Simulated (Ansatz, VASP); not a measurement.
Two plane-wave programs on SnSe2 (rat)

File INCAR:

```
ALGO     = Normal         # electronic algorithm
EDIFF    = 1E-6           # SCF threshold, eV
ENCUT    = 520            # plane-wave cutoff, eV
GGA      = PE             # functional
ISIF     = 2              # what is computed and relaxed
ISMEAR   = 0              # smearing method
IVDW     = 12             # dispersion correction
LASPH    = True           # aspherical terms in the spheres
LCHARG   = False          # write CHGCAR
LREAL    = False          # projectors in reciprocal space
LWAVE    = False          # write WAVECAR
NBANDS   = 20             # bands
NELM     = 100            # most SCF steps
PREC     = Accurate       # precision mode
SIGMA    = 0.1            # smearing width, eV
```

KPOINTS

```
k-points
0
Gamma
  6 6 4
```

File POSCAR:

```
SnSe2
1.0
    3.8338849984     -0.0238350982     -0.0065377042
   -1.9002654834      3.3037144961     -0.0047428939
   -0.0891708931      0.0340290479      6.1436013323
Sn Se
1 2
Direct
    0.0223802147     -0.0084705033      0.0003209273
    0.3325781199      0.6523244492      0.2490201979
    0.6507026530      0.3014333422      0.7609510235
```

Input for Ansatz:

```yaml
crystal:
  lattice:
    - [3.8338849984, -0.0238350982, -0.0065377042]
    - [-1.9002654834, 3.3037144961, -0.0047428939]
    - [-0.0891708931, 0.0340290479, 6.1436013323]
  atoms:
    - { symbol: Sn, position: [0.0223802147, -0.0084705033, 0.0003209273] }
    - { symbol: Se, position: [0.3325781199, 0.6523244492, 0.2490201979] }
    - { symbol: Se, position: [0.650702653, 0.3014333422, 0.7609510235] }
basis:
  ecutwfc: 420
kpoints:
  mp_grid: { grid: [6, 6, 4] }
hamiltonian:
  xc: pbe
  dispersion: d3bj
scf:
  occupations: { method: gaussian, width: 0.1 }
output:
  forces: true
  stress: true
  eigenvalues: true
```

Alike in both runs: task single point; functional PBE; dispersion D3(BJ); k mesh 6 × 6 × 4; occupations gaussian, width 0.1 eV; no spin polarisation.

```csv
,VASP,Ansatz
version,VASP 6.6.1,Ansatz 0.2.0
potentials or method,"VASP PAW PBE potentials, release 64 (Sn_d, Se)","scalar-relativistic, plane waves, PAW"
plane-wave cutoff (eV),520,420
valence electrons in the cell,26,46
```

VASP gave:

| Quantity | Value |
| --- | --- |
| gap on the k mesh at the Fermi level (eV) | 0.71 |
| least direct gap on the mesh (eV) | 1.03 |
| pressure (GPa) | 4.6 |
| largest component of the traceless stress (GPa) | 1.58 |
| rms of the force components (eV/Å) | 0.675 |

Problem. Estimate Ansatz's values.

Solution. gap on the k mesh at the Fermi level (eV): 0.72; least direct gap on the mesh (eV): 1.04; pressure (GPa): 4.5; largest component of the traceless stress (GPa): 1.58; rms of the force components (eV/Å): 0.668.

Atom by atom the forces differ by 0.008 eV/Å (rms over components). The two sets of potentials don't hold the same shells in valence.

Caveats: spin-orbit coupling is left out, which moves the levels of the heavy elements; forces of over 1 eV/Å show positions far from the minimum, so gaps and moduli don't describe the material at rest. A k mesh can miss the band edges.
